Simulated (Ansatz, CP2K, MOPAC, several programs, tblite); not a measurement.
# What each method gives for HfO2 (P2_1/c)

A 12-atom cell of HfO2 started from a crystallographic database, relaxed with r2SCAN in Ansatz, was computed with several methods. Space group P2_1/c (No. 14), monoclinic; conventional cell a = 5.114 Å, b = 5.181 Å, c = 5.295 Å, β = 99.5°, 11.53 Å³ an atom. Hf has 7 O at 2.04–2.25 Å; O has 4 Hf at 2.14–2.25 Å; O has 3 Hf at 2.04–2.14 Å. The values are computed, spin-unpolarised, and not measurements.

```
CELL_PARAMETERS angstrom
5.11378 0.00000 -0.00570
0.00000 5.18148 0.00000
-0.86375 0.00000 5.22401
ATOMIC_POSITIONS crystal
Hf 0.27619 0.04183 0.20820
Hf 0.72381 0.54183 0.29180
Hf 0.72381 0.95817 0.79180
Hf 0.27619 0.45817 0.70820
O 0.44792 0.75769 0.47851
O 0.55208 0.25769 0.02149
O 0.55208 0.24231 0.52149
O 0.44792 0.74231 0.97851
O 0.07017 0.33391 0.34392
O 0.92983 0.83391 0.15608
O 0.92983 0.66609 0.65608
O 0.07017 0.16609 0.84392
```

Gaps and times are for a single point on this cell; volume and bulk modulus come from each method's own relaxation or energy curve at fixed shape, which is too stiff where a cell has free coordinates or axes. Times are rough, from shared hosts (Arm Neoverse V1), and each method has its own mesh and cell size. A double dagger marks a value from a curve with shape and coordinates held. PM7 (MOPAC) and PM6 (MOPAC): levels, charges or heat of formation failed a check of plausibility, so no values are given. PM6 (MOPAC), PM7 (MOPAC), GFN1-xTB (tblite), GFN2-xTB (tblite) treat a cluster of cells at its zone centre, which samples few k points: where these miss a band edge, the gap comes out too large for that reason alone. Gaps from k meshes are read at a limited set of points (mesh, symmetry points, PBE's band edges), so each method's own least gap may be somewhat smaller. xTB and the PM methods were fitted mostly to molecules, and can miss a solid's gap by electronvolts. Minimal bases can be far off for gaps. d marks a direct gap, i an indirect one (no mark: not told apart), a dash a value that wasn't computed or didn't pass its checks.

```csv
method,kind,gap (eV),own volume (Å³/atom),bulk modulus (GPa),atoms computed,processor time
GFN1-xTB (tblite),tight binding,1.95,12.28‡,79‡,96,6 s
light PBE (260 eV and a coarse mesh),light plane-wave,4.06 i,–,–,12,6 s
GFN2-xTB (tblite),tight binding,1.38,–,–,96,14 s
PM7 (MOPAC),semi-empirical,–,–,–,96,16 s
PBE/SZV (CP2K),small basis,3.31 i,11.52‡,253‡,12,37 s
PM6 (MOPAC),semi-empirical,–,–,–,96,42 s
PBE,semilocal,4.09 i,11.83,232‡,12,81 s
PBE/DZVP (CP2K),small basis,4.02 i,11.46‡,242‡,12,2.3 min
r2SCAN,semilocal,4.60 i,11.53,255‡,12,2.9 min
```

Against r2SCAN (4.60 eV) and with closed or daggered gaps left aside, the nearest gap at the points sampled is that of PBE (-0.51 eV) and the farthest that of GFN2-xTB (tblite) (-3.22 eV). r2SCAN is only a yardstick of convenience: semilocal gaps usually lie below measured ones, which GLLB-SC and hybrids aim to mend.

Volumes against r2SCAN's: PBE +2.6 %.

Runs without a result: GLLB-SC (GPAW) (single point, out of time).

No spin-orbit coupling is included; it can move band edges with weight on the heavy atoms by tenths of an eV.
